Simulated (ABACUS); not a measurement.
Runs of ABACUS 3.10.1 on InP. Symmetry: F-43m, No. 216, cubic system. The conventional cell has a = 5.861 Å, b = 5.861 Å, c = 5.861 Å, α = 90.00°, β = 90.00°, γ = 90.00°. Around In (site symmetry -43m) lie 4 P at 2.54 Å. P (site symmetry -43m) has 4 In at 2.54 Å as nearest neighbours. 

```tsv
level	potentials or basis	k mesh	cutoff (eV)	SCF threshold on the density	eigensolver	share of exact exchange	threshold of the auxiliary basis	range of the exchange potential (exx_ccp_rmesh_times)	mesh quality	gap on the mesh (eV)
PBE0-type (share 0.4)	SG15 ONCV 1.2 PBE, DZP LCAO (the cutoffs set its grid)	4 × 4 × 4	1361	1e-07	genelpa	0.4	0.001	2.5	coarse	(a)
PBE0-type (share 0.1)	SG15 ONCV 1.2 PBE, DZP LCAO (the cutoffs set its grid)	4 × 4 × 4	1361	1e-07	genelpa	0.1	0.001	2.5	coarse	1.47
PBE0-type (share 0.25)	SG15 ONCV 1.2 PBE, DZP LCAO (the cutoffs set its grid)	4 × 4 × 4	1361	1e-07	genelpa	0.25	0.001	2.5	coarse	2.32
PBEsol	PseudoDojo NC SR 0.4.1 PBEsol standard, plane waves	8 × 8 × 8	966	1e-08	dav	-	-	-	not flagged	0.61
```

Alike in all rows: task single point; no spin polarisation; cell as given; smearing fermi-dirac 0.05 eV.

Problem. Fill in the values left out.

Solution. (a) 3.22.

Caveats: some runs use coarse meshes; spin-orbit coupling is left out, which moves the levels of the heavy elements; the atomic orbitals were generated for these runs and aren't a published set (some runs); gaps of hybrids in this basis differ from plane-wave ones by up to 0.1 eV (some runs); the basis of atomic orbitals isn't converged, which shifts pressures, moduli and gaps (some runs).

A k mesh can miss the band edges, and the runs leave out spin-orbit coupling on In.

Runs at the PBE level aren't shown here.
